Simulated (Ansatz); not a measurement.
**HfC (WC type): response to moved atoms and strain**

How does HfC (WC type) push back when it is distorted? Each run changes the relaxed cell in one way. This structure was made by substitution into a known type, so it needn't be the compound's stable form.

Program: Ansatz 0.2.0. Level of theory: DFT PBEsol, scalar-relativistic, plane waves, PAW. These are calculated values, not measurements.

## 1. Starting point

The structure is hexagonal, space group P-6m2 (No. 187). The conventional cell has a = 3.204 Å, b = 3.204 Å, c = 2.884 Å, α = 90.00°, β = 90.00°, γ = 120.00°. Hf (site symmetry -6m2) has 6 C at 2.35 Å as nearest neighbours. C (site symmetry -6m2) is surrounded by 6 Hf at 2.35 Å.

Structure file:

```xyz
2
Lattice="3.2043 0.0000 0.0000 -1.6021 2.7750 0.0000 0.0000 0.0000 2.8839" Properties=species:S:1:pos:R:3 pbc="T T T"
Hf    0.0000    0.0000    0.0000
C     1.6021    0.9250    1.4420
```

This cell comes from an earlier session at PBEsol: 12.822 Å³/atom at 0.00 GPa, on a 12×12×10 mesh.

The changes: atom 2 (C) moved 0.02 Å along z; strain e5 = -0.02, atoms carried along.

## 2. Atom 2 (C) moved 0.02 Å along z

input.yaml reads:

```yaml
crystal:
  lattice:
    - [3.2042974695, 0.0, 0.0]
    - [-1.6021487348, 2.7750030099, 0.0]
    - [0.0, 0.0, 2.8839350368]
  atoms:
    - { symbol: Hf, position: [0.0, 0.0, 0.0] }
    - { symbol: C, position: [0.6666666667, 0.3333333333, 0.506934969] }
basis:
  ecutwfc: 420
  ecutrho_ratio: 4
kpoints:
  mp_grid: { grid: [12, 12, 10] }
hamiltonian:
  xc: pbesol
scf:
  occupations: { method: gaussian, width: 0.05 }
output:
  forces: true
  stress: true
  eigenvalues: true
```

The run is started by

```sh
$ ansatz run input.yaml --threads 4 --pin off --max-ram 4096MiB --backend cpu --events-out ev --progress --plain --runs-dir out
```

What it wrote:

```text
Warning: RAYON_NUM_THREADS=4 ignored (pool sized by the plan → 4); use --threads N
Engine: ansatz 0.2.0, aarch64-unknown-linux-gnu
Pseudopotentials: kind: paw
Pseudopotential: Hf, paw, valence charge 26, recommended cutoff 420 eV (normal), Hf.paw.azcp
Pseudopotential: C, paw, valence charge 4, recommended cutoff 420 eV (normal), C.paw.azcp
Functional definition: PBEsol
  exchange = pbesol_x
  correlation = pbesol_c
Crystal: 2 atoms, lattice volume = 25.644 Å³
Basis set: ecut = 420 eV, 501 PW (Γ), exchange–correlation on 48×48×40 points (8 copies of the dense FFT grid, shifted against one another)
Bands: 19, of which v1, the nominal top of the filled ones, is band 15 counted from 1 (14 counted from 0)
Symmetry: 6 space group operations
Space group: P3m1 (ITA 156), of the structure as read, at distance tolerance 2.9e-5 Å
k-points: 162 of 1440 (time reversal used)
Non-local potential: Hf, projectors of the file, l = 0: 3, l = 1: 2, l = 2: 2, l = 3: 3
Non-local potential: C, projectors of the file, l = 0: 2, l = 1: 2, l = 2: 1
PAW form: soft (Blöchl's): semilocal exchange-correlation on the pseudo side does not see the compensation charge
PAW frozen core: Hf, regenerated for the run's functional, and the local potential with it (the file was generated under x = pbe(κ = 0.804, μ = 0.2195149727645171), c = pbe(β = 0.06672455060314922))
PAW frozen core: C, regenerated for the run's functional, and the local potential with it (the file was generated under x = pbe(κ = 0.804, μ = 0.2195149727645171), c = pbe(β = 0.06672455060314922))
PAW one-centre angular grid: Hf, 590 points (default); XC on 64 Gauss nodes
PAW one-centre angular grid: C, 110 points (default); XC on 64 Gauss nodes
Initial density: superposition of atomic densities (neutral atoms: chi_scale 0, normalization atom), corrected by the library's trained network
Initial wavefunctions: pseudopotential atomic-orbital guess
Functional: x = pbesol(κ = 0.804, μ = 0.12345679012345678), c = pbesol(β = 0.046)
SCF iter   1: F=—  HF=-15845.153167 eV  |F-HF|=—  |Δ(HF+E_count)|=         —  Δρ=1.43e-2  dr2=5.98e-2  ethr=1.77e-3  ⟨swp⟩=5.1  Hψ=12649  notcnv=0
preconditioner: auto → none  [metal: Δε(μ)=0.040 eV  Ē_g=17.851 eV  σ=0.050 eV  W_gap=0.43  n_scr=8 (ndim 8)  ℏωp=38.8 eV  f_vac=0.000  D(μ)=0.53/eV (n_scr^D=0)  sad-step TF]
SCF iter   2: F=—  HF=-15845.146918 eV  |F-HF|=—  |Δ(HF+E_count)|=   6.25e-3  Δρ=9.38e-3  dr2=2.76e-2  ethr=1.99e-4  ⟨swp⟩=1.2  Hψ=4441  notcnv=0
SCF iter   3: F=—  HF=-15845.141769 eV  |F-HF|=—  |Δ(HF+E_count)|=   5.15e-3  Δρ=6.84e-4  dr2=6.65e-5  ethr=9.19e-5  ⟨swp⟩=2.0  Hψ=4364  notcnv=0
SCF iter   4: F=—  HF=-15845.141720 eV  |F-HF|=—  |Δ(HF+E_count)|=   4.87e-5  Δρ=7.37e-4  dr2=7.38e-5  ethr=2.22e-7  ⟨swp⟩=3.1  Hψ=6507  notcnv=0
SCF iter   5: F=—  HF=-15845.141653 eV  |F-HF|=—  |Δ(HF+E_count)|=   6.67e-5  Δρ=1.79e-4  dr2=3.58e-6  ethr=2.22e-7  ⟨swp⟩=2.0  Hψ=5489  notcnv=0
SCF iter   6: F=—  HF=-15845.141660 eV  |F-HF|=—  |Δ(HF+E_count)|=   6.79e-6  Δρ=5.05e-5  dr2=2.65e-7  ethr=1.19e-8  ⟨swp⟩=2.6  Hψ=5879  notcnv=0
SCF iter   7: F=-15845.141660 eV  HF=-15845.141660 eV  |F-HF|=1.96e-8  |Δ(HF+E_count)|=   1.12e-7  Δρ=7.79e-6  dr2=7.87e-9  ethr=3.33e-10  ⟨swp⟩=5.5  Hψ=13174  notcnv=0
SCF 1 converged in 7 iterations: F = -15845.141660 eV  dr2 = 7.87e-9
SCF converged after 7 iterations
Free energy (F): -15845.141660 eV
Harris-Foulkes:  -15845.141660 eV  (|F-HF|=1.96e-8)
Internal energy: -15845.141367 eV  (E = F + TS)
E sigma→0 (E₀):  -15845.141514 eV
Entropy (-TS):   -0.000293 eV (-0.146 meV/atom)
Fermi energy:    19.396533 eV
--- Per-component energies (eV) ---
  E_band       = 95.520948
  E_kinetic    = 513.270182
  E_local      = -5138.338483  (includes V_loc(G=0)·N_el)
  E_nonlocal   = -1211.160223
  E_hartree    = 2423.248439
  E_xc         = -346.435087
  E_vxc        = -326.702881  (∫ρ·V_xc dr)
  E_paw        = -6902.746848  (= ΣΔE_a)
  E_vpaw       = 1411.953722  (= ΣTr[D̂ρ^β])
  E_aug_tail   = 0.000005  (compensation charges beyond the density's cutoff)
  E_ewald      = -5184.251544
  E_core_change = 1.272192  (= ΣΔE_core)
  E_smearing   = -0.000293  (= −TS)
  E_closure    = 0.000000  (closes the sum)
  Σ components = -15845.141660   (vs F -15845.141660, Δ=0.00e0)
--- Forces (eV/Å), atoms counted from 1 ---
  atom   1  Hf     0.00000000     0.00000000     0.00269893
  atom   2  C     -0.00000000     0.00000000    -0.00270730
  max |Σ_I F_I| component: 8.36e-6 eV/Å
--- Stress (GPa, compression-positive) ---
        0.018983      -0.000000      -0.000000
       -0.000000       0.018983       0.000000
       -0.000000       0.000000       0.070525
  P = ⅓ Tr σ = 0.0362 GPa (0.362 kbar)
--- Band table (eV; the first three rows and the last of 162) ---
  k-point 0: bands = ["-41.6364", "-10.1836", "-10.1836", "-9.7768", "7.3419", "8.4291", "8.4555", "8.4790", "8.4790", "8.4843", "8.4843", "8.5283", "17.7831", "17.7831", "18.1565", "21.1781", "24.5194", "25.8253", "25.8253"]
  k-point 1: bands = ["-41.6298", "-10.1729", "-10.1729", "-9.8914", "7.5556", "8.4435", "8.4556", "8.4779", "8.4779", "8.4875", "8.4875", "8.5192", "17.8979", "17.8979", "17.9423", "21.2510", "24.4868", "24.4868", "24.7706"]
  k-point 2: bands = ["-41.6125", "-10.1817", "-10.1448", "-10.1448", "8.0640", "8.4559", "8.4673", "8.4673", "8.4676", "8.5043", "8.5043", "8.6037", "17.0225", "18.2130", "18.2130", "22.0635", "23.0365", "23.0365", "25.3638"]
  k-point 161: bands = ["-41.5252", "-10.7074", "-10.5079", "-10.4626", "8.3447", "8.3887", "8.4335", "8.4706", "8.4718", "8.5332", "8.5335", "10.5151", "14.6695", "16.0654", "19.4130", "21.0468", "25.7393", "26.7213", "28.5847"]
```

Run time: 3.6 s. Hardware: 4 threads of an Arm CPU, shared host; peak memory 0.46 GiB.

This gives: volume 12.822 Å³/atom, pressure 0.04 GPa, no gap.

## 3. Strain e5 = -0.02, atoms carried along

input.yaml reads:

```yaml
crystal:
  lattice:
    - [3.2042974695, 0.0, -0.0320429747]
    - [-1.6021487348, 2.7750030099, 0.0160214873]
    - [-0.0288393504, 0.0, 2.8839350368]
  atoms:
    - { symbol: Hf, position: [0.0, 0.0, 0.0] }
    - { symbol: C, position: [0.6666666667, 0.3333333333, 0.5] }
basis:
  ecutwfc: 420
  ecutrho_ratio: 4
kpoints:
  mp_grid: { grid: [12, 12, 10] }
hamiltonian:
  xc: pbesol
scf:
  occupations: { method: gaussian, width: 0.05 }
output:
  forces: true
  stress: true
  eigenvalues: true
```

The run is started by

```sh
$ ansatz run input.yaml --threads 4 --pin off --max-ram 4096MiB --backend cpu --events-out ev --progress --plain --runs-dir out
```

What it wrote:

```text
Warning: RAYON_NUM_THREADS=4 ignored (pool sized by the plan → 4); use --threads N
[... 7 set-up lines as earlier in the session ...]
Crystal: 2 atoms, lattice volume = 25.641 Å³
Basis set: ecut = 420 eV, 497 PW (Γ), exchange–correlation on 48×48×40 points (8 copies of the dense FFT grid, shifted against one another)
Bands: 19, of which v1, the nominal top of the filled ones, is band 15 counted from 1 (14 counted from 0)
Symmetry: 2 space group operations
Space group: C2 (ITA 5), of the structure as read, at distance tolerance 2.9e-5 Å
k-points: 398 of 1440 (time reversal used)
[... 10 set-up lines as earlier in the session ...]
SCF iter   1: F=—  HF=-15845.155856 eV  |F-HF|=—  |Δ(HF+E_count)|=         —  Δρ=1.45e-2  dr2=6.13e-2  ethr=1.77e-3  ⟨swp⟩=5.0  Hψ=31004  notcnv=0
preconditioner: auto → none  [metal: Δε(μ)=0.007 eV  Ē_g=17.852 eV  σ=0.050 eV  W_gap=0.08  n_scr=8 (ndim 8)  ℏωp=38.8 eV  f_vac=0.000  D(μ)=0.40/eV (n_scr^D=0)  sad-step TF]
SCF iter   2: F=—  HF=-15845.149432 eV  |F-HF|=—  |Δ(HF+E_count)|=   6.42e-3  Δρ=9.48e-3  dr2=2.82e-2  ethr=2.04e-4  ⟨swp⟩=1.2  Hψ=10862  notcnv=0
SCF iter   3: F=—  HF=-15845.144155 eV  |F-HF|=—  |Δ(HF+E_count)|=   5.28e-3  Δρ=6.97e-4  dr2=6.79e-5  ethr=9.39e-5  ⟨swp⟩=2.0  Hψ=10715  notcnv=0
SCF iter   4: F=—  HF=-15845.144108 eV  |F-HF|=—  |Δ(HF+E_count)|=   4.75e-5  Δρ=7.44e-4  dr2=7.55e-5  ethr=2.26e-7  ⟨swp⟩=3.1  Hψ=15956  notcnv=0
SCF iter   5: F=—  HF=-15845.144038 eV  |F-HF|=—  |Δ(HF+E_count)|=   6.96e-5  Δρ=1.84e-4  dr2=3.80e-6  ethr=2.26e-7  ⟨swp⟩=2.0  Hψ=13462  notcnv=0
SCF iter   6: F=—  HF=-15845.144045 eV  |F-HF|=—  |Δ(HF+E_count)|=   7.15e-6  Δρ=5.18e-5  dr2=2.78e-7  ethr=1.27e-8  ⟨swp⟩=2.7  Hψ=14856  notcnv=0
SCF iter   7: F=-15845.144045 eV  HF=-15845.144045 eV  |F-HF|=2.24e-8  |Δ(HF+E_count)|=   1.49e-7  Δρ=7.85e-6  dr2=7.54e-9  ethr=3.33e-10  ⟨swp⟩=5.6  Hψ=32835  notcnv=0
SCF 1 converged in 7 iterations: F = -15845.144045 eV  dr2 = 7.54e-9
SCF converged after 7 iterations
Free energy (F): -15845.144045 eV
Harris-Foulkes:  -15845.144045 eV  (|F-HF|=2.24e-8)
Internal energy: -15845.143722 eV  (E = F + TS)
E sigma→0 (E₀):  -15845.143884 eV
Entropy (-TS):   -0.000323 eV (-0.161 meV/atom)
Fermi energy:    19.397500 eV
--- Per-component energies (eV) ---
  E_band       = 95.598960
  E_kinetic    = 513.274201
  E_local      = -5137.957692  (includes V_loc(G=0)·N_el)
  E_nonlocal   = -1211.157184
  E_hartree    = 2423.096302
  E_xc         = -346.437135
  E_vxc        = -326.705650  (∫ρ·V_xc dr)
  E_paw        = -6902.748971  (= ΣΔE_a)
  E_vpaw       = 1411.950385  (= ΣTr[D̂ρ^β])
  E_aug_tail   = 0.000005  (compensation charges beyond the density's cutoff)
  E_ewald      = -5184.485440
  E_core_change = 1.272192  (= ΣΔE_core)
  E_smearing   = -0.000323  (= −TS)
  E_closure    = 0.000000  (closes the sum)
  Σ components = -15845.144045   (vs F -15845.144045, Δ=0.00e0)
--- Forces (eV/Å), atoms counted from 1 ---
  atom   1  Hf     0.00000000    -0.00159707     0.00000000
  atom   2  C     -0.00000000     0.00159274    -0.00000000
  max |Σ_I F_I| component: 4.33e-6 eV/Å
--- Stress (GPa, compression-positive) ---
       -0.050268      -0.000000      -1.457638
       -0.000000       0.116565      -0.000000
       -1.457638      -0.000000       0.114497
  P = ⅓ Tr σ = 0.0603 GPa (0.603 kbar)
--- Band table (eV; the first three rows and the last of 398) ---
  k-point 0: bands = ["-41.6330", "-10.1805", "-10.1800", "-9.7739", "7.3423", "8.4323", "8.4591", "8.4819", "8.4822", "8.4879", "8.4883", "8.5315", "17.7844", "17.7846", "18.1675", "21.1703", "24.5053", "25.7990", "25.8075"]
  k-point 1: bands = ["-41.6264", "-10.1698", "-10.1694", "-9.8885", "7.5563", "8.4464", "8.4592", "8.4812", "8.4818", "8.4908", "8.4910", "8.5225", "17.8934", "17.8994", "17.9567", "21.2448", "24.4566", "24.4830", "24.7994"]
  k-point 2: bands = ["-41.6091", "-10.1796", "-10.1413", "-10.1410", "8.0659", "8.4594", "8.4676", "8.4707", "8.4738", "8.5075", "8.5077", "8.6066", "17.0253", "18.2149", "18.2153", "22.0596", "23.0355", "23.0403", "25.3665"]
  k-point 397: bands = ["-41.5877", "-10.7080", "-10.4512", "-9.7987", "8.3871", "8.4100", "8.4388", "8.4662", "8.4809", "8.4986", "8.5543", "10.1735", "15.2123", "17.3756", "18.6011", "20.7429", "23.3820", "24.7723", "26.2015"]
```

Run time: 8.3 s. Hardware: 4 threads of an Arm CPU, shared host; peak memory 0.56 GiB.

In short: volume 12.821 Å³/atom, pressure 0.06 GPa, no gap.

## 4. The distortions side by side

| change | change of free energy (meV/atom) | largest force (eV/Å) | largest change of stress (GPa) |
| --- | --- | --- | --- |
| atom 2 (C) moved 0.02 Å along z | 0.01 | 0.003 | 0.07 |
| strain e5 = -0.02, atoms carried along | -1.18 | 0.002 | 1.46 |

Moving atom 2 by 0.02 Å meets a restoring force of 0.003 eV/Å along the move, a force constant of about 0.1 eV/Å². Under e5 = -0.02 the matching stress changes by -1.46 GPa (compression positive), while the largest change is -1.46 GPa in component xz. The stress drives this strain further, which points to an instability. A distortion lowers the energy, so the starting cell or its electronic state is no minimum. Spin–orbit coupling is left out, though the cell holds Hf; in elements this heavy it can shift levels and gaps by tenths of an eV.
